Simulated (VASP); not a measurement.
# GaN (P6_3mc) in VASP: relaxation of cell and atoms with r2SCAN

Aim: the relaxation of cell and atoms of GaN with r2SCAN.

All numbers are computed with VASP 6.6.1; they aren't measurements. Logs are shortened: lines on timing, memory, paths and dates and some standing lists are left out, and cuts for length are marked.

**1. The crystal as given**

Symmetry: P6_3mc, No. 186, hexagonal system. The conventional cell has a = 3.190 Å, b = 3.190 Å, c = 5.189 Å, α = 90.00°, β = 90.00°, γ = 120.00°. Ga (site symmetry 3m) has 4 N at 1.95 to 1.96 Å as nearest neighbours. Around N (site symmetry 3m) lie 4 Ga at 1.95 to 1.96 Å.

The cell was built by a generator and needn't be a form met in nature.

**2. Relaxation of cell and atoms, r2SCAN**

Contents of INCAR:

```
SYSTEM = GaN
  PREC = Accurate
  ENCUT = 600
  EDIFF = 1E-6
  ISMEAR = -1
  SIGMA = 0.05
  LREAL = .FALSE.
  LASPH = .TRUE.
  NELM = 100
  ALGO = Normal
  ISIF = 3
  LWAVE = .FALSE.
  LCHARG = .FALSE.
  METAGGA = R2SCAN
  LMIXTAU = .TRUE.
  IBRION = 2
  NSW = 60
  EDIFFG = -0.01
  KPAR = 4
```

Contents of KPOINTS:

```
Automatic mesh
0
G
  10 10 6
  0 0 0
```

Contents of POSCAR:

```
GaN
1.0
    3.1900000000      0.0000000000      0.0000000000
   -1.5950000000      2.7626210381      0.0000000000
    0.0000000000      0.0000000000      5.1890000000
Ga N
2 2
Direct
    0.3333333333      0.6666666667      0.0000000000
    0.6666666667      0.3333333333      0.5000000000
    0.3333333333      0.6666666667      0.3768000000
    0.6666666667      0.3333333333      0.8768000000
```

Potentials or basis: VASP PAW PBE potentials, release 64 (Ga_d, N).

The run is started by

```console
cat potpaw_PBE.64/Ga_d/POTCAR potpaw_PBE.64/N/POTCAR > POTCAR
mpirun -np 4 vasp_std > vasp.out
```

OUTCAR:

```text
SYSTEM = GaN
   PREC = Accurate
   ENCUT = 600
   EDIFF = 1E-6
   ISMEAR = -1
   LREAL = .FALSE.
   LASPH = .TRUE.
   NELM = 100
   ISIF = 3
   METAGGA = R2SCAN
   IBRION = 2
   NSW = 60
   EDIFFG = -0.01

 ion  position               nearest neighbor table
   1  0.333  0.667  0.000-   4 1.95   4 1.95   4 1.95   3 1.96
   2  0.667  0.333  0.500-   3 1.95   3 1.95   3 1.95   4 1.96
   3  0.333  0.667  0.377-   2 1.95   2 1.95   2 1.95   1 1.96
   4  0.667  0.333  0.877-   1 1.95   1 1.95   1 1.95   2 1.96

  LATTYP: Found a hexagonal cell.
 ALAT       =     3.1900000000
 C/A-ratio  =     1.6266457680

  Lattice vectors:

 A1 = (   3.1900000000,   0.0000000000,   0.0000000000)
 A2 = (  -1.5950000000,   2.7626210381,   0.0000000000)
 A3 = (   0.0000000000,   0.0000000000,   5.1890000000)

Analysis of symmetry for initial positions (statically):
=====================================================================
 Subroutine PRICEL returns:
 Original cell was already a primitive cell.

 Routine SETGRP: Setting up the symmetry group for a
 hexagonal supercell.

 Subroutine GETGRP returns: Found 12 space group operations
 (whereof  6 operations were pure point group operations)
 out of a pool of 24 trial point group operations.

The static configuration has the point symmetry C_3v.
 The point group associated with its full space group is C_6v.

Analysis of symmetry for dynamics (positions and initial velocities):
=====================================================================
 Subroutine PRICEL returns:
 Original cell was already a primitive cell.

 Routine SETGRP: Setting up the symmetry group for a
 hexagonal supercell.

 Subroutine GETGRP returns: Found 12 space group operations
 (whereof  6 operations were pure point group operations)
 out of a pool of 24 trial point group operations.

The dynamic configuration has the point symmetry C_3v.
 The point group associated with its full space group is C_6v.

 Subroutine INISYM returns: Found 12 space group operations
 (whereof  6 operations are pure point group operations),
 and found     1 'primitive' translations

----------------------------------------------------------------------------------------

                                     Primitive cell

  volume of cell :      45.7294
[... 94 lines left out ...]
   LREAL  =      F    real-space projection
   EDIFFG = -.1E-01   stopping-criterion for IOM
   NSW    =     60    number of steps for IOM
   IBRION =      2    ionic relax: 0-MD 1-quasi-New 2-CG
   NFREE  =      1    steps in history (QN), initial steepest desc. (CG)
   ISIF   =      3    stress and relaxation
   ISYM   =      2    0-nonsym 1-usesym 2-fastsym
   POTIM  = 0.5000    time-step for ionic-motion
   TEBEG  =    0.0;   TEEND  =   0.0 temperature during run
   PSTRESS=    0.0 pullay stress
   NELECT =      36.0000    total number of electrons
   NUPDOWN=      -1.0000    fix difference up-down
   EMIN   =  10.00;   EMAX   =-10.00  energy-range for DOS
   EFERMI =   0.00;   METHOD = LEGACY
   ISMEAR =    -1;   SIGMA  =   0.05  broadening in eV -4-tet -1-fermi 0-gaus
   EFERMI_NEDOS =   21; number of points for ismear=-14 and -15
   IALGO  =     38    algorithm
   IMIX   =      4    mixing-type and parameters
     AMIX     =   0.40;   BMIX     =  1.00
     AMIX_MAG =   1.60;   BMIX_MAG =  1.00
  volume/ion in A,a.u.               =      11.43        77.15
  Fermi-wavevector in a.u.,A,eV,Ry     =   1.511624  2.856555 31.089409  2.285007
  Thomas-Fermi vector in A             =   2.621656
   LORBIT       =      0    0 simple, 1 ext, 2 COOP (PROOUT), +10 PAW based schemes
   METAGGA = R2SCAN    functional components
   LHFCALC =     F    Hartree Fock is set to
   AEXX    =    0.0000 exact exchange contribution
   IVDW    =     0    specifies the selected vdW correction
   LEPSILON=     F    determine dielectric tensor
   LRPA    =     F    only Hartree local field effects (RPA)
 conjugate gradient relaxation of ions
 non-spin polarized calculation
  energy-cutoff  :      600.00
  volume of cell :       45.73
 maximum number of plane-waves:      1550
 NGX is ok and might be reduce to    28
   NGX = 13   NGY = 13   NGZ = 21

--------------------------------------- Ionic step        1  -------------------------------------------

 number of electron      35.9999996 magnetization

 Free energy of the ion-electron system (eV)
  ---------------------------------------------------
  ext. energy  EPLUGINS =         0.00000000
  ---------------------------------------------------
  free energy    TOTEN  =       -43.82341772 eV

  energy without entropy =      -43.82341772  energy(sigma->0) =      -43.82341772

------------------------ aborting loop because EDIFF is reached ----------------------------------------

  FORCE on cell =-STRESS in cart. coord.  units (eV):
  Direction    XX          YY          ZZ          XY          YZ          ZX
  --------------------------------------------------------------------------------------
  -------------------------------------------------------------------------------------
  Total       -0.0096978     -0.0096978      0.1299490      0.0000000      0.0000000      0.0000000
  in kB       -0.3397739     -0.3397739      4.5528983      0.0000000      0.0000000      0.0000000
  external PRESSURE =       1.2911169 kB  Pullay stress =       0.0000000 kB
[... 63 lines left out ...]
--------------------------------------- Ionic step        3  -------------------------------------------

 number of electron      35.9999996 magnetization

 Free energy of the ion-electron system (eV)
  ---------------------------------------------------
  ext. energy  EPLUGINS =         0.00000000
  ---------------------------------------------------
  free energy    TOTEN  =       -43.82346158 eV

  energy without entropy =      -43.82346158  energy(sigma->0) =      -43.82346158

 E-fermi :   6.0563     XC(G=0): -12.6284

 val. band max:        5.0359517456   @ k =   0.0000   0.0000   0.0000
 cond. band min:       7.3403682055   @ k =   0.0000   0.0000   0.0000
 fundamental gap:      2.3044164599
 Fermi energy:         6.0562790885

 k-point     1 :       0.0000    0.0000    0.0000
  band No.  band energies     occupation
      1     -11.7244      2.00000
      2     -10.7362      2.00000
      3      -8.7882      2.00000
      4      -8.7731      2.00000
      5      -8.7731      2.00000
      6      -8.7059      2.00000
[... 589 lines left out ...]
     21      12.6039      0.00000
     22      13.8510      0.00000

 [... further k-points ...]
[... 5 lines left out ...]
  --------------------------------------------------------------------------------------
  -------------------------------------------------------------------------------------
  Total       -0.0363623     -0.0363623      0.0075989      0.0000000     -0.0000000      0.0000000
  in kB       -1.2732735     -1.2732735      0.2660851      0.0000000     -0.0000000      0.0000000
  external PRESSURE =      -0.7601540 kB  Pullay stress =       0.0000000 kB
[... 19 lines left out ...]
  FREE ENERGIE OF THE ION-ELECTRON SYSTEM (eV)
  ---------------------------------------------------
  free  energy   TOTEN  =       -43.8234615785 eV

  energy  without entropy=      -43.8234615785  energy(sigma->0) =      -43.82346158

 reached required accuracy - stopping structural energy minimisation
```

It took 2.3 min on 4 MPI ranks of Intel Xeon Platinum 8488C (Sapphire Rapids), shared host; peak memory 0.23 GiB.

What came out:

```
Free energy                            : -43.8235 eV
Relaxed volume                         : 11.44 Å³/atom
Relaxed cell                           : a = 3.190 Å, b = 3.190 Å, c = 5.192 Å, α = 90.00°, β = 90.00°, γ = 120.00°
Space group after relaxing (to 0.05 Å) : P6_3mc (No. 186)
Energy gained by relaxing              : 0.0 meV/atom
Ionic steps                            : 3
Pressure after relaxing                : -0.1 GPa
Band gap on the k mesh                 : 2.30 eV, direct
```

Stress tensor (GPa, compression positive):
```
-0.13  0.00  0.00
 0.00 -0.13  0.00
 0.00  0.00  0.03
```

Final structure:
```
Ga N
1.0
     3.18984    0.00000    0.00000
    -1.59492    2.76248    0.00000
     0.00000    0.00000    5.19243
Ga N
2 2
Direct
  0.33333 0.66667 0.99995
  0.66667 0.33333 0.49995
  0.33333 0.66667 0.37685
  0.66667 0.33333 0.87685
```

Caveat: the PAW data sets were made with another functional, which shifts forces and pressure a little. r2SCAN opens gaps a little over a GGA but as a rule still falls short of measured ones.
